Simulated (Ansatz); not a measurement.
**PtSe$_{2}$ (P-3m1), an elastic constant from a strain scan**

All numbers below come from Ansatz 0.2.0, DFT PBEsol, scalar-relativistic, plane waves, PAW. Cutoff 420 eV, Γ-centred 12×12×10 k-points, Gaussian smearing of 0.15 eV. Spin–orbit coupling is left out, which can shift energies with elements as heavy as these. No spin polarisation. Energies are free energies at this smearing, counted from the undisturbed cell; pressure is positive in compression.

The starting cell (relaxed at this level):

```
CELL_PARAMETERS angstrom
3.76072 0.00000 0.00000
-1.88036 3.25688 0.00000
0.00000 0.00000 4.86331
ATOMIC_POSITIONS crystal
Pt 0.00000 0.00000 0.00000
Se 0.33333 0.66667 0.26068
Se 0.66667 0.33333 0.73932
```

The cell is strained by ε times the Voigt pattern (1, 0, 0, 0, 0, 0) (xx, yy, zz, yz, xz, xy; engineering shear) with fractional coordinates fixed. The cell holds 3 atoms in V0 = 59.57 Å³. The stress column is τ = (1/V0) dE/dε, got from the stress tensor σ (compression positive) at each point as −det(1 + εP) σ : P(1 + εP)⁻¹, with P the pattern as a tensor.

```csv
ε,ΔE (meV/atom),τ (GPa)
-0.0600,63.194,-18.151
-0.0450,34.352,-12.957
-0.0300,14.742,-8.215
0.0000,0.000,0.020
0.0150,3.392,3.569
0.0450,28.364,9.647
0.0600,?,?
```

Which combination of elastic constants does this scan measure, and how large is it?

For small ε, τ = τ0 + Kε with K = pᵀCp, which for this pattern is C11 in the Cartesian frame shown. The parabola through τ at ε = -0.0300, 0 and 0.0150 has slope K = 249 GPa at zero. The energies per cell, E = NΔE, of the same two points give K = 2[E(ε₊)/ε₊ − E(ε₋)/ε₋]/[(ε₊ − ε₋)V0] = 257 GPa, in agreement. These are clamped-ion values.

Predict the withheld row at ε = 0.0600 from the harmonic law, and compare.

ΔE = V0(τ0 ε + Kε²/2)/N = 55.746 meV/atom and τ = 14.97 GPa. The calculation gives 48.729 meV/atom and 12.21 GPa: the energy lies 13 % below the harmonic value, as bonds soften when stretched.

Forces appear on the atoms along this scan, and letting them relax would lower the energy and soften the response. In a metal these slopes depend on the k mesh and the smearing.

Cost: 7 runs of about 3.2 core-minutes in all, on Arm Neoverse V2 (shared hosts).